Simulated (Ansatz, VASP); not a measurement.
# KBr: VASP beside Ansatz

Aim: how closely do two programs agree when they are given the same cell, functional and k mesh? The cell is taken from a series of VASP runs on this material, whose earlier steps may have relaxed, scaled or displaced it; both programs get it as it stands.

Calculated with Ansatz 0.2.0; plane waves, with VASP 6.6.1 beside it; band structure at LDA, band structure at PBE and dielectric response at LDA.

## (1) Starting point

It takes space group Fm-3m (No. 225, cubic). The conventional cell has a = 6.585 Å, b = 6.585 Å, c = 6.585 Å, α = 90.00°, β = 90.00°, γ = 90.00°. Nearest to Br lie 6 K at 3.29 Å. Nearest to K lie 6 Br at 3.29 Å. Farther neighbours and most contacts between anions are not listed.

## (2) Ansatz: band structure, LDA

Ansatz runs on its default PAW (the set named soft_2) files.

The same path points are solved in both programs, so levels can be compared one by one.

input.yaml reads:

```yaml
crystal:
  lattice:
    - [0.0, 3.29235, 3.29235]
    - [3.29235, 0.0, 3.29235]
    - [3.29235, 3.29235, 0.0]
  atoms:
    - { symbol: Br, position: [0.5, 0.5, 0.5] }
    - { symbol: K, position: [0.0, 0.0, 0.0] }
hamiltonian:
  xc: lda
  pseudopotentials: { kind: paw }
kpoints:
  mp_grid: { grid: [6, 6, 6] }
  band_path:
    path:
      - [0.0, 0.0, 0.0]
      - [0.16667, 0.0, 0.16667]
      - [0.33333, 0.0, 0.33333]
      - [0.5, 0.0, 0.5]
      - [0.5, 0.08333, 0.58333]
      - [0.5, 0.19444, 0.69444]
      - [0.5, 0.25, 0.75]
      - [0.45833, 0.29167, 0.75]
      - [0.40278, 0.34722, 0.75]
      - [0.375, 0.375, 0.75]
      - [0.20833, 0.20833, 0.41667]
      - [0.08333, 0.08333, 0.16667]
      - [0.0, 0.0, 0.0]
      - [0.22222, 0.22222, 0.22222]
      - [0.38889, 0.38889, 0.38889]
      - [0.51389, 0.47222, 0.51389]
      - [0.55556, 0.38889, 0.55556]
      - [0.61111, 0.27778, 0.61111]
      - [0.61111, 0.25, 0.63889]
      - [0.56944, 0.25, 0.68056]
      - [0.51389, 0.25, 0.73611]
      - [0.5, 0.27778, 0.72222]
      - [0.5, 0.38889, 0.61111]
      - [0.5, 0.47222, 0.52778]
      - [0.48611, 0.48611, 0.52778]
      - [0.43056, 0.43056, 0.63889]
      - [0.38889, 0.38889, 0.72222]
      - [0.59722, 0.19444, 0.59722]
      - [0.55556, 0.11111, 0.55556]
      - [0.5, 0.0, 0.5]
    npoints: 1
scf:
  occupations: { method: gaussian, width: 0.03 }
  n_extra_bands: 7
output:
  forces: true
  stress: true
  eigenvalues: true
```

The run is started by

```console
$ ansatz run input.yaml --threads 2 --pin off --max-ram 4608MiB --backend cpu --events-out ev --progress --plain --runs-dir out
```

Numbers of over 12 decimals in the logs are rounded to 6 here.

Output:

```text
scf.n_extra_bands = 7 over 8 filled bands (N_el = 16.0): the run solves 15 bands
Engine: ansatz 0.2.0, aarch64-unknown-linux-gnu
Pseudopotentials: kind: paw
Pseudopotential: Br, paw, valence charge 7, recommended cutoff 420 eV (normal), Br.paw.azcp
Pseudopotential: K, paw, valence charge 9, recommended cutoff 420 eV (normal), K.paw.azcp
Functional definition: SPW92
  exchange = slater_x
  correlation = pw_c
Crystal: 2 atoms, lattice volume = 71.375 Å³
Basis set: ecut = 420 eV, 1411 PW (Γ)
Bands: 15, of which v1, the nominal top of the filled ones, is band 8 counted from 1 (7 counted from 0)
Symmetry: 48 space group operations
Space group: Fm-3m (ITA 225), of the structure as read, at distance tolerance 4.1e-5 Å
k-points: 16 of 216
Non-local potential: Br, projectors of the file, l = 0: 2, l = 1: 2, l = 2: 2
Non-local potential: K, projectors of the file, l = 0: 3, l = 1: 2, l = 2: 2
PAW form: soft (Blöchl's): semilocal exchange-correlation on the pseudo side does not see the compensation charge
PAW frozen core: Br, regenerated for the run's functional, and the local potential with it (the file was generated under x = pbe(κ = 0.804, μ = 0.219515), c = pbe(β = 0.066725))
PAW frozen core: K, regenerated for the run's functional, and the local potential with it (the file was generated under x = pbe(κ = 0.804, μ = 0.219515), c = pbe(β = 0.066725))
PAW one-centre angular grid: Br, 110 points (default); XC on 64 Gauss nodes
PAW one-centre angular grid: K, 110 points (default); XC on 64 Gauss nodes
Initial density: superposition of atomic densities (neutral atoms: chi_scale 0, normalization atom), corrected by the library's trained network
Initial wavefunctions: pseudopotential atomic-orbital guess
Functional: x = slater, c = lda
SCF iter   1: F=—  HF=-4193.605027 eV  |F-HF|=—  |Δ(HF+E_count)|=         —  Δρ=4.66e-3  dr2=9.38e-3  ethr=1.77e-3  ⟨swp⟩=6.6  Hψ=1554  notcnv=0  defer=1
preconditioner: auto → none  [insulator: Δε(μ)=4.010 eV  Ē_g=15.484 eV  σ=0.030 eV  W_gap=1.00  n_scr=14 (ndim 8)  ℏωp=16.4 eV  f_vac=0.054  D(μ)=0.00/eV (n_scr^D=0)  ε∞_Penn≈2.1]
SCF iter   2: F=—  HF=-4193.602290 eV  |F-HF|=—  |Δ(HF+E_count)|=   2.74e-3  Δρ=2.28e-3  dr2=1.81e-3  ethr=5.86e-5  ⟨swp⟩=2.8  Hψ=520  notcnv=0  defer=22
SCF iter   3: F=—  HF=-4193.601833 eV  |F-HF|=—  |Δ(HF+E_count)|=   4.57e-4  Δρ=1.29e-4  dr2=7.14e-6  ethr=1.13e-5  ⟨swp⟩=1.0  Hψ=217  notcnv=0  defer=22
SCF iter   4: F=—  HF=-4193.601835 eV  |F-HF|=—  |Δ(HF+E_count)|=   1.84e-6  Δρ=2.99e-5  dr2=6.96e-7  ethr=4.47e-8  ⟨swp⟩=2.0  Hψ=345  notcnv=0  defer=22
iter 5 did not close the SCF: its close was put off for the readings that it lacked (scf_convergence_deferred on its scf_iter line)
SCF iter   5: F=-4193.601834 eV  HF=-4193.601834 eV  |F-HF|=1.25e-8  |Δ(HF+E_count)|=   2.62e-7  Δρ=1.50e-5  dr2=4.07e-8  ethr=4.35e-9  ⟨swp⟩=2.6  Hψ=336  notcnv=0  defer=22
SCF iter   6: F=-4193.601834 eV  HF=-4193.601834 eV  |F-HF|=3.92e-9  |Δ(HF+E_count)|=   6.07e-9  Δρ=3.36e-6  dr2=5.83e-9  ethr=2.54e-10  ⟨swp⟩=6.8  Hψ=1055  notcnv=0
SCF 1 converged in 6 iterations: F = -4193.601834 eV  dr2 = 5.83e-9
  greatest PAW one-centre occupation: 0.985 electrons in one spin orbital (limit 2), on the K atom at site 1 (counted from 0), in its partial waves of l = 0
NSCF: frozen V_eff on 30 k-points
SCF converged after 6 iterations
Free energy (F): -4193.601834 eV
Harris-Foulkes:  -4193.601834 eV  (|F-HF|=3.92e-9)
Internal energy: -4193.601834 eV  (E = F + TS)
E sigma→0 (E₀):  -4193.601834 eV
Fermi energy:    2.858727 eV
--- Per-component energies (eV) ---
  E_band       = -136.187238
  E_kinetic    = 387.846147
  E_local      = -838.787431  (includes V_loc(G=0)·N_el)
  E_nonlocal   = 87.048027
  E_hartree    = 269.590583
  E_xc         = -394.636699
  E_vxc        = -268.932849  (∫ρ·V_xc dr)
  E_paw        = -2903.281802  (= ΣΔE_a)
  E_vpaw       = -42.543813  (= ΣTr[D̂ρ^β])
  E_aug_tail   = -0.000004  (compensation charges beyond the density's cutoff)
  E_ewald      = -801.844668
  E_core_change = 0.464011  (= ΣΔE_core)
  E_smearing   = -0.000000  (= −TS)
  E_closure    = -0.000000  (closes the sum)
  Σ components = -4193.601834   (vs F -4193.601834, Δ=0.00e0)
--- Forces (eV/Å), atoms counted from 1 ---
  atom   1  Br     0.00000000     0.00000000    -0.00000000
  atom   2  K     -0.00000000     0.00000000     0.00000000
  max |Σ_I F_I| component: 1.33e-29 eV/Å
--- Stress (GPa, compression-positive) ---
       -1.562853       0.000000       0.000000
        0.000000      -1.562853       0.000000
        0.000000       0.000000      -1.562853
  P = ⅓ Tr σ = -1.5629 GPa (-15.629 kbar)
--- Band table (eV; the first three rows and the last of 16) ---
  k-point 0: bands = [... 4 lower, -10.2850, 0.8345, 0.8345, 0.8345, 4.8827, 8.1921, 8.1921, 8.1921, ... 3 higher]
  k-point 1: bands = [... 4 lower, -10.2248, 0.4335, 0.7391, 0.7391, 5.5684, 8.0320, 8.5207, 8.5207, ... 3 higher]
  k-point 2: bands = [... 4 lower, -10.1131, -0.1762, 0.5610, 0.5610, 6.6974, 8.2744, 9.3969, 9.3969, ... 3 higher]
  k-point 15: bands = [... 4 lower, -10.2308, 0.0847, 0.3258, 0.3590, 7.1385, 8.4671, 8.8464, 9.8412, ... 3 higher]
```

Elapsed: 1.9 s, on 2 threads of Arm Neoverse N1, shared host; peak memory 0.28 GiB; 3.4 s of CPU time.

## (3) VASP: band structure, LDA

The same cell, functional (in two slightly different forms), mesh and smearing now go to VASP, with its own data sets and cutoff.

Lines of VASP's logs that name or quote its potential files are left out, and so is its time.

INCAR reads:

```
SYSTEM = KBr
PREC = Accurate
ENCUT = 350
EDIFF = 1E-06
NELM = 100
ISMEAR = 0
SIGMA = 0.03
LREAL = .FALSE.
ALGO = Normal
GGA = CA
NBANDS = 20
LORBIT = 11
LWAVE = .FALSE.
LCHARG = .FALSE.
KPAR = 4
LASPH = .TRUE.
```

POSCAR reads:

```
KBr
1.0
    0.0000000000      3.2923500000      3.2923500000
    3.2923500000      0.0000000000      3.2923500000
    3.2923500000      3.2923500000      0.0000000000
Br K
1 1
Direct
    0.5000000000      0.5000000000      0.5000000000
    0.0000000000      0.0000000000      0.0000000000
```

KPOINTS reads:

```
Automatic mesh
0
Gamma
6 6 6
0 0 0
```

KPOINTS_OPT reads:

```
Line mode
10
Line-mode
Reciprocal
  0.00000000   0.00000000   0.00000000 GAMMA
  0.50000000   0.00000000   0.50000000 X

  0.50000000   0.00000000   0.50000000 X
  0.50000000   0.25000000   0.75000000 W

  0.50000000   0.25000000   0.75000000 W
  0.37500000   0.37500000   0.75000000 K

  0.37500000   0.37500000   0.75000000 K
  0.00000000   0.00000000   0.00000000 GAMMA

  0.00000000   0.00000000   0.00000000 GAMMA
  0.50000000   0.50000000   0.50000000 L

  0.50000000   0.50000000   0.50000000 L
  0.62500000   0.25000000   0.62500000 U

  0.62500000   0.25000000   0.62500000 U
  0.50000000   0.25000000   0.75000000 W

  0.50000000   0.25000000   0.75000000 W
  0.50000000   0.50000000   0.50000000 L

  0.50000000   0.50000000   0.50000000 L
  0.37500000   0.37500000   0.75000000 K

  0.62500000   0.25000000   0.62500000 U
  0.50000000   0.00000000   0.50000000 X
```

PAW data sets: Br and K_sv (LDA family, release 64).

The run is started by

```console
$ mpirun -np 4 vasp_std
```

Output:

```text
[banner, memory and clock lines left out]
running    4 mpi-ranks, on    1 nodes
 distrk:  each k-point on    1 cores,    4 groups
 distr:  one band on    1 cores,    1 groups

 POSCAR found type information on POSCAR BrK
 POSCAR found :  2 types and       2 ions
 LDA part: xc-table for (Slater(with rela. corr.)+CA(PZ))
 , standard interpolation
 POSCAR, INCAR and KPOINTS ok, starting setup
 FFT: planning ... GRIDC
 FFT: planning ... GRID_SOFT
 FFT: planning ... GRID
 WAVECAR not read
 entering main loop
       N       E                     dE             d eps       ncg     rms          rms(c)
DAV:   1     0.803801124311E+02    0.80380E+02   -0.52527E+03   640   0.522E+02
DAV:   2    -0.247434156282E+01   -0.82854E+02   -0.77758E+02   836   0.171E+02
DAV:   3    -0.681434919032E+01   -0.43400E+01   -0.43183E+01   816   0.322E+01
DAV:   4    -0.698914268153E+01   -0.17479E+00   -0.17464E+00   972   0.578E+00
DAV:   5    -0.699074353827E+01   -0.16009E-02   -0.16008E-02   792   0.629E-01    0.333E+00
DAV:   6    -0.682473156870E+01    0.16601E+00   -0.10692E-01   728   0.162E+00    0.249E+00
DAV:   7    -0.680159764628E+01    0.23134E-01   -0.47173E-02   860   0.113E+00    0.111E+00
DAV:   8    -0.680199586355E+01   -0.39822E-03   -0.69503E-03   812   0.465E-01    0.977E-02
DAV:   9    -0.680205361270E+01   -0.57749E-04   -0.26806E-04   836   0.985E-02    0.536E-02
DAV:  10    -0.680208477358E+01   -0.31161E-04   -0.45531E-05   744   0.403E-02    0.806E-03
DAV:  11    -0.680208698087E+01   -0.22073E-05   -0.45790E-06   776   0.983E-03    0.401E-03
DAV:  12    -0.680208715721E+01   -0.17634E-06   -0.21694E-07   588   0.310E-03
   1 F= -.68020872E+01 E0= -.68020872E+01  d E =-.403176E-36
 Start KPOINTS_OPT (optional k-point list driver)
k-point batch [1-16\100]
       N       E                     dE             ncg
DAV:   1    -0.148246751748E+04   -0.60962E+04      640
DAV:   2    -0.278701549429E+04   -0.13045E+04      812
DAV:   3    -0.285563793308E+04   -0.68622E+02      816
DAV:   4    -0.285809764155E+04   -0.24597E+01      968
DAV:   5    -0.285812731736E+04   -0.29676E-01      836
DAV:   6    -0.285812811144E+04   -0.79408E-03      932
DAV:   7    -0.285812811560E+04   -0.41544E-05      796
DAV:   8    -0.285812811564E+04   -0.39692E-07      556
[...]
k-point batch [97-100\100]
       N       E                     dE             ncg
DAV:   1     0.421938759579E+04   -0.20460E+04      160
DAV:   2     0.389137466253E+04   -0.32801E+03      208
DAV:   3     0.387533306850E+04   -0.16042E+02      200
DAV:   4     0.387489723004E+04   -0.43584E+00      240
DAV:   5     0.387489359684E+04   -0.36332E-02      200
DAV:   6     0.387489350485E+04   -0.91984E-04      216
DAV:   7     0.387489350449E+04   -0.36083E-06      200
```

OUTCAR, selected parts (step 3):

```text
ion  position               nearest neighbor table
   1  0.500  0.500  0.500-   2 3.29   2 3.29   2 3.29   2 3.29   2 3.29   2 3.29
   2  0.000  0.000  0.000-   1 3.29   1 3.29   1 3.29   1 3.29   1 3.29   1 3.29

  LATTYP: Found a face centered cubic cell.
 ALAT       =     6.5847000000

 Subroutine GETGRP returns: Found 48 space group operations
 (whereof 48 operations were pure point group operations)

The static configuration has the point symmetry O_h .

 Found     16 irreducible k-points:

   k-points           NKPTS =     16   k-points in BZ     NKDIM =     16   number of bands    NBANDS=     20

   dimension x,y,z NGX =    28 NGY =   28 NGZ =   28
   dimension x,y,z NGXF=    56 NGYF=   56 NGZF=   56

   ENCUT  =  350.0 eV  25.72 Ry    5.07 a.u.   7.10  7.10  7.10*2*pi/ulx,y,z

   NELECT =      16.0000    total number of electrons

 k-points in reciprocal lattice and weights: Automatic mesh
   0.00000000  0.00000000  0.00000000       0.005
   0.16666667  0.00000000  0.00000000       0.037
   0.33333333  0.00000000  0.00000000       0.037
   0.50000000  0.00000000  0.00000000       0.019
   0.16666667  0.16666667  0.00000000       0.028
   0.33333333  0.16666667  0.00000000       0.111
   0.50000000  0.16666667  0.00000000       0.111
  -0.33333333  0.16666667  0.00000000       0.111
  -0.16666667  0.16666667  0.00000000       0.056
[...]
-0.33333333  0.33333333  0.16666667       0.111
  -0.33333333  0.50000000  0.16666667       0.056

 average (electrostatic) potential at core
       1 -70.9153       2 -36.2476

 E-fermi :  -1.6241

 k-point     1 :       0.0000    0.0000    0.0000
  band No.  band energies     occupation
    ...
      4     -12.9945      2.00000
      5     -12.9945      2.00000
      6      -1.8847      2.00000
      7      -1.8847      2.00000
      8      -1.8847      2.00000
      9       2.1721      0.00000
     10       5.4623      0.00000
     11       5.4623      0.00000
     12       5.4623      0.00000
     13       6.3406      0.00000
    ...

 k-point     2 :       0.1667    0.0000    0.0000
  band No.  band energies     occupation
    ...
      4     -12.9960      2.00000
      5     -12.9318      2.00000
      6      -2.2863      2.00000
      7      -1.9802      2.00000
      8      -1.9802      2.00000
      9       2.8574      0.00000
     10       5.3046      0.00000
     11       5.7925      0.00000
     12       5.7925      0.00000
     13       6.7053      0.00000
    ...

 k-point     3 :       0.3333    0.0000    0.0000
  band No.  band energies     occupation
    ...
      4     -12.9992      2.00000
      5     -12.8164      2.00000
      6      -2.8972      2.00000
      7      -2.1585      2.00000
      8      -2.1585      2.00000
      9       3.9833      0.00000
     10       5.5525      0.00000
     11       6.6749      0.00000
     12       6.6749      0.00000
     13       7.6129      0.00000
    ...

  Total       -0.6994068     -0.6994068     -0.6994068     -0.0000000      0.0000000      0.0000000
  in kB      -15.6997403    -15.6997403    -15.6997403     -0.0000000      0.0000000      0.0000000
  external PRESSURE =     -15.6997403 kB  Pullay stress =       0.0000000 kB

  energy-cutoff  :      350.00
  volume of cell :       71.38
      direct lattice vectors                 reciprocal lattice vectors
     0.000000000  3.292350000  3.292350000    -0.151867207  0.151867207  0.151867207
     3.292350000  0.000000000  3.292350000     0.151867207 -0.151867207  0.151867207
     3.292350000  3.292350000  0.000000000     0.151867207  0.151867207 -0.151867207

 POSITION                                       TOTAL-FORCE (eV/Angst)
 -----------------------------------------------------------------------------------
      3.29235      3.29235      3.29235         0.000000     -0.000000      0.000000
      0.00000      0.00000      0.00000        -0.000000      0.000000     -0.000000
 -----------------------------------------------------------------------------------
    total drift:                                0.000000      0.000000      0.000000

  FREE ENERGIE OF THE ION-ELECTRON SYSTEM (eV)
  ---------------------------------------------------
  free  energy   TOTEN  =        -6.8020871572 eV

  energy  without entropy=       -6.8020871572  energy(sigma->0) =       -6.80208716

 total charge
# of ion       s       p       d       tot
------------------------------------------
    1        1.600   3.275   0.001   4.877
    2        1.956   5.557   0.026   7.539
--------------------------------------------------
tot          3.556   8.832   0.027  12.415

[... 3 further parts left out ...]
```

The run ends at a pressure of -1.57 GPa.

## (4) Comparison

Known differences besides the potentials themselves: the two LDA forms differ slightly; the cutoff is 420 eV in Ansatz and 350 eV in VASP; VASP's log shows a relativistic correction to its local exchange, Ansatz's none. Total energies have different zeros and are not compared.

The two programs side by side:

| quantity | Ansatz | VASP | difference |
| --- | --- | --- | --- |
| pressure (GPa) | -1.56 | -1.57 | +0.01 |
| gap over the path points (eV) | 4.048 | 4.057 | -0.009 |

Levels at points of the path, from each program's valence-band top (eV; 3 filled, then empty):

| k (reciprocal lattice) | Ansatz | VASP |
| --- | --- | --- |
| 0.000 0.000 0.000 | 0.00 0.00 0.00 4.05 7.36 7.36 | 0.00 0.00 0.00 4.06 7.35 7.35 |
| 0.167 0.000 0.167 | -0.49 -0.09 -0.09 4.88 6.70 8.05 | -0.50 -0.09 -0.09 4.89 6.69 8.04 |
| 0.333 0.000 0.333 | -0.88 -0.24 -0.24 5.87 6.22 8.92 | -0.88 -0.24 -0.24 5.86 6.23 8.91 |
| 0.500 0.000 0.500 | -0.86 -0.30 -0.30 5.56 6.88 9.18 | -0.86 -0.30 -0.30 5.55 6.89 9.18 |
| 0.500 0.083 0.583 | -0.83 -0.37 -0.35 5.75 7.11 8.81 | -0.83 -0.37 -0.35 5.75 7.11 8.82 |
| 0.500 0.194 0.694 | -0.71 -0.54 -0.53 6.55 7.71 7.80 | -0.71 -0.55 -0.53 6.54 7.71 7.80 |
| 0.500 0.250 0.750 | -0.62 -0.62 -0.57 7.11 7.11 7.99 | -0.62 -0.62 -0.58 7.10 7.10 7.99 |
| 0.458 0.292 0.750 | -0.69 -0.64 -0.48 6.69 7.56 7.94 | -0.69 -0.65 -0.48 6.68 7.56 7.94 |
| 0.403 0.347 0.750 | -0.73 -0.68 -0.37 6.34 7.87 8.08 | -0.73 -0.68 -0.37 6.34 7.87 8.08 |
| 0.375 0.375 0.750 | -0.74 -0.69 -0.35 6.29 7.87 8.18 | -0.74 -0.69 -0.35 6.29 7.87 8.18 |

Among the levels compared at these points, filled levels agree within 2 meV and empty ones within 12 meV. Ansatz's pressure holds a Pulay correction of 0.01 GPa; VASP's holds none.

## (5) Ansatz: band structure, PBE

Levels along a path test the potential and the projectors away from the mesh points.

The cell is taken from a series of VASP runs on this material, whose earlier steps may have relaxed, scaled or displaced it; both programs get it as it stands.

Changes to input.yaml since step 2:

```diff
@@ -9,3 +9,3 @@
 hamiltonian:
-  xc: lda
+  xc: pbe
   pseudopotentials: { kind: paw }
```

The run is started by

```console
$ ansatz run input.yaml --threads 2 --pin off --max-ram 4608MiB --backend cpu --events-out ev --progress --plain --runs-dir out
```

Output:

```text
[...]
Crystal: 2 atoms, lattice volume = 71.375 Å³
Basis set: ecut = 420 eV, 1411 PW (Γ), exchange–correlation on 64×64×64 points (8 copies of the dense FFT grid, shifted against one another)
Bands: 15, of which v1, the nominal top of the filled ones, is band 8 counted from 1 (7 counted from 0)
Symmetry: 48 space group operations
[...]
k-points: 16 of 216
[...]
k-point 0: bands = [... 4 lower, -10.1227, 1.1164, 1.1164, 1.1164, 5.5707, 8.7223, 8.7223, 8.7223, ... 3 higher]
  k-point 1: bands = [... 4 lower, -10.0533, 0.7467, 1.0262, 1.0262, 6.2310, 8.5840, 9.0473, 9.0473, ... 3 higher]
  k-point 2: bands = [... 4 lower, -9.9283, 0.1675, 0.8569, 0.8569, 7.3365, 8.8514, 9.9151, 9.9151, ... 3 higher]
  k-point 15: bands = [... 4 lower, -10.0570, 0.4031, 0.6342, 0.6643, 7.7121, 9.0697, 9.4273, 10.3727, ... 3 higher]
[key lines of the parts left out:]
SCF converged after 6 iterations
Free energy (F): -4324.494116 eV
Fermi energy:    3.343700 eV
P = ⅓ Tr σ = 0.8368 GPa (8.368 kbar)
```

It took 2 s on 2 threads; peak memory 0.29 GiB.

[end of part 1 of 2]

[Lines on the potential files, build, host, timing and source positions are cut from VASP's logs without a mark.]

[Logs are printed without paths, hosts, clocks, repeated set-up lines and the standing remarks that a program may print on its own settings, such as how far it seeks lower states.]

[Hosts, paths, dates, database ids (printed as entryN), source tags and the programs' standing remarks are cut or masked in the printed files.]
